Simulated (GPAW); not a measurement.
Wanted: an ASE script for a GPAW 26.7.0 run.

```yaml
Task: band structure
Functional: PBEsol
Potentials_or_basis: PAW data sets generated in the run's folder for this functional
Cutoff: 600 eV
Basis: pw
k_mesh: 12 × 12 × 12
Occupations: fermi-dirac, width 0.05 eV
Spin: spin-orbit coupling, no magnetisation
Maxiter: 150
Band_path: GHNGPH,PN
Band_points: 100
spin_axis_theta_degrees: 0
spin_axis_phi_degrees: 0
Soc_after_scf: second variation
```

The system is Pd.

```
Pd
1.0
    -1.57228    1.57228    1.57228
     1.57228   -1.57228    1.57228
     1.57228    1.57228   -1.57228
Pd
1
Cartesian
  0.0000 0.0000 0.0000
```

This isn't the form of Pd at room conditions, which is fcc.

These files were run (other wordings do the same):

run.py

```python
import numpy as np
from ase import Atoms
from ase.dft.bandgap import bandgap
from ase.io import write
from ase.units import GPa
from gpaw import GPAW, PW, setup_paths
from gpaw.spinorbit import soc_eigenstates

setup_paths.insert(0, '.')

atoms = Atoms(['Pd'],
              cell=[[-1.572281, 1.572281, 1.572281],
                    [1.572281, -1.572281, 1.572281],
                    [1.572281, 1.572281, -1.572281]],
              scaled_positions=[[0.0, 0.0, 0.0]],
              pbc=True)

calc = GPAW(mode=PW(600),
            xc='PBEsol',
            kpts={'size': (12, 12, 12), 'gamma': True},
            occupations={'name': 'fermi-dirac', 'width': 0.05},
            nbands=17,
            convergence={'density': 1e-05, 'energy': 1e-05},
            maxiter=150,
            txt='gpaw.txt')
atoms.calc = calc
energy = atoms.get_potential_energy()
forces = atoms.get_forces()
stress = atoms.get_stress()
calc.write('gs.gpw')
write('result.traj', atoms)
print(f'Energy: {energy:.6f} eV')
print('Forces (eV/A):')
print(forces.round(4))
print('Stress (GPa):', (stress / GPa).round(3))
print('Fermi level:', round(calc.get_fermi_level(), 4), 'eV')
print(f'Gap: {bandgap(calc)[0]:.4f} eV, direct: {bandgap(calc, direct=True)[0]:.4f} eV')

path = atoms.cell.bandpath('GHNGPH,PN', npoints=100, eps=1e-4)
bs_calc = calc.fixed_density(kpts=path, symmetry='off', nbands=25,
                             convergence={'bands': 'CBM+6.0', 'eigenstates': 1e-6}, txt='bands.txt')
bs = bs_calc.band_structure()
bs.write('bs.json')
print(f'Gap on the path: {bandgap(bs_calc)[0]:.4f} eV')

soc = soc_eigenstates(bs_calc, theta=0, phi=0)
np.savetxt('soc_bands.dat', soc.eigenvalues(), fmt='%.4f')
mesh = soc_eigenstates('gs.gpw', theta=0, phi=0)
np.savetxt('soc_mesh.dat', mesh.eigenvalues(), fmt='%.4f')
print('Fermi level with spin-orbit coupling:', round(mesh.fermi_level, 4), 'eV')
```

Potentials or basis: PAW data sets generated in the run's folder for this functional, pw.

The run is started by

```console
$ gpaw-setup -f PBEsol Pd
$ OMP_NUM_THREADS=1 python run.py
```

It gave:

The pressure is -9.6 GPa and the band gap along the path is none (metal or under the smearing width).

Caveat: spin-orbit coupling was added after a scalar SCF, so levels and gaps hold it while energy, forces, pressure and moments don't; this program's spin-orbit splittings come out too wide for heavy elements.

It took 26 s on 1 thread of Arm Neoverse V1, with other jobs on the host, peak memory 0.26 GiB.
